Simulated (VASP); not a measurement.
A run of VASP 6.6.1 is set up as follows.

INCAR

```
  PREC = Accurate
  ENCUT = 520
  EDIFF = 1E-7
  ISMEAR = -1
  SIGMA = 0.05
  LREAL = F
  LASPH = T
  NELM = 80
  ALGO = Normal
  ISIF = 2
  LWAVE = F
  LCHARG = F
  GGA = PE
  NBANDS = 12
```

Contents of KPOINTS:

```
Automatic mesh
0
Gamma
  13 13 13
```

POSCAR

```
Tl
1.0
   -1.9410000000      1.9410000000      1.9410000000
    1.9410000000     -1.9410000000      1.9410000000
    1.9410000000      1.9410000000     -1.9410000000
Tl
1
Direct
    0.0000000000      0.0000000000      0.0000000000
```

Potentials or basis: VASP PAW PBE potentials, release 64 (Tl_d).

Run with:

```sh
$ cat potpaw_PBE.64/Tl_d/POTCAR > POTCAR
$ mpirun -np 1 vasp_std > vasp.out
```

(1) Estimate the pressure.

(2) Predict the band gap on the k mesh.

Results:

(1) 2.2 GPa.

(2) none (metal or under the smearing width).
